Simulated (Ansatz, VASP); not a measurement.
# Two plane-wave programs on SnSe2

```
Sn Se
1.0
     3.74952    0.00000    0.00000
    -1.87476    3.24718    0.00000
     0.00000    0.00000    6.33990
Sn Se
1 2
Direct
  0.00000 0.00000 0.00000
  0.33333 0.66667 0.25000
  0.66667 0.33333 0.75000
```

Alike in both runs: task single point; functional PBEsol; k mesh 9 × 9 × 6; occupations gaussian, width 0.05 eV; no spin polarisation.

|  | VASP | Ansatz |
| --- | --- | --- |
| version | VASP 6.6.1 | Ansatz 0.2.0 |
| potentials or method | VASP PAW PBE potentials, release 64 (Sn_d, Se) | scalar-relativistic, plane waves, PAW |
| plane-wave cutoff (eV) | 520 | 420 |
| valence electrons in the cell | 26 | 46 |

|  | VASP | Ansatz | Ansatz less VASP |
| --- | --- | --- | --- |
| gap on the k mesh at the Fermi level (eV) | 0.54 | 0.55 | +0.004 |
| least direct gap on the mesh (eV) | 1.11 | 1.11 | +0.004 |
| pressure (GPa) | 2.5 | 2.3 | -0.13 |
| largest component of the traceless stress (GPa) | 0.88 | 0.89 | +0.013 |
| rms of the force components (eV/Å) | 0.127 | 0.117 | -0.0106 |

Atom by atom the forces differ by 0.011 eV/Å (rms over components). The functional is the same, so the differences come from potentials, cutoffs and numerics. The two sets of potentials don't hold the same shells in valence.

Caveats: the PAW data sets were made with another functional, which shifts forces and pressure a little (VASP); spin-orbit coupling is left out, which moves the levels of the heavy elements; an odd mesh through Γ misses points on the zone boundary, where band edges often lie; the cell's inner coordinates are idealised or old, which leaves forces on the atoms; this functional lacks dispersion, which binds the layers, so the pressure and a relaxed spacing across them are unreliable.
